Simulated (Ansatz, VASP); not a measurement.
**Mg in VASP and in Ansatz**

```
Mg
1.0
     0.02244    2.20810    2.23191
     2.20559    0.02244    2.23191
     2.22803    2.23054    0.00000
Mg
1
Direct
  0.00000 0.00000 0.00000
```

Alike in both runs: task single point; functional PBE; k mesh 14 × 14 × 14; occupations gaussian, width 0.1 eV; no spin polarisation.

|  | VASP | Ansatz |
| --- | --- | --- |
| version | VASP 6.6.1 | Ansatz 0.2.0 |
| potentials or method | VASP PAW PBE potentials, release 64 (Mg) | scalar-relativistic, plane waves, PAW |
| plane-wave cutoff (eV) | 520 | 420 |
| valence electrons in the cell | 2 | 10 |

Ansatz gave:

```
gap on the k mesh at the Fermi level (eV)       : none
pressure (GPa)                                  : 2.6
largest component of the traceless stress (GPa) : 0.97
```

**Question.** What did VASP give for the same quantities?

**Answer.** gap on the k mesh at the Fermi level (eV): none; pressure (GPa): 2.4; largest component of the traceless stress (GPa): 0.96.

A gap of «none» marks a metal or a gap that the smearing closes. The functional is the same, so the differences come from potentials, cutoffs and numerics. The two sets of potentials don't hold the same shells in valence.
